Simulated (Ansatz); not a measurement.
AgI (wurtzite): gap against strain (uniaxial along z, other directions held)

Wurtzite AgI, relaxed with r2SCAN in the plane-wave code Ansatz, then strained (uniaxial along z, other directions held; changes of length per length, axes as in the cell below) with the atoms relaxed again within the symmetry that is left. The symmetry is P6_3mc (No. 186, hexagonal); a = 4.651 Å, c = 7.599 Å in the conventional setting, 35.59 Å³ an atom. Around Ag lie 4 I at 2.85 Å; around I lie 4 Ag at 2.85 Å. The values are computed, spin-unpolarised, and not measurements.

```xyz
4
Lattice="4.6509 0.0000 0.0000 -2.3254 4.0278 0.0000 0.0000 0.0000 7.5993" Properties=species:S:1:pos:R:3 pbc="T T T"
Ag    0.0000    2.6852    0.0000
Ag    2.3254    1.3426    3.7997
I     0.0000    2.6852    2.8497
I     2.3254    1.3426    6.6493
```

Gaps are the least over each mesh (PBE 6×6×4, r2SCAN 6×6×4, HSE06 6×6×2 when unstrained) and the special points, which keep their unstrained names; stress is the change from the unstrained cell, compression positive.

```csv
strain (%),"gap, PBE (eV)","gap, r2SCAN (eV)","gap, HSE06 (eV)","edges, HSE06","stress along the strain, r2SCAN (GPa)","energy rise, r2SCAN (meV/atom)"
-1.0,1.373,1.868,2.537,Γ,+0.41,0.4
0.0,1.367,1.861,2.531,Γ,0.00,0.0
+0.5,1.364,1.858,2.528,Γ,-0.20,0.1
+1.5,1.357,1.850,2.521,Γ,-0.59,1.0
```

Between zero and the nearest strains the slope of the HSE06 gap against strain is -0.006 eV per percent for negative and -0.006 for positive strain.

Spin-orbit coupling is left out, which matters wherever the heavy atoms make up the band edges.

The meshes of the hybrids are coarse, so their gaps aren't converged to the digits shown.
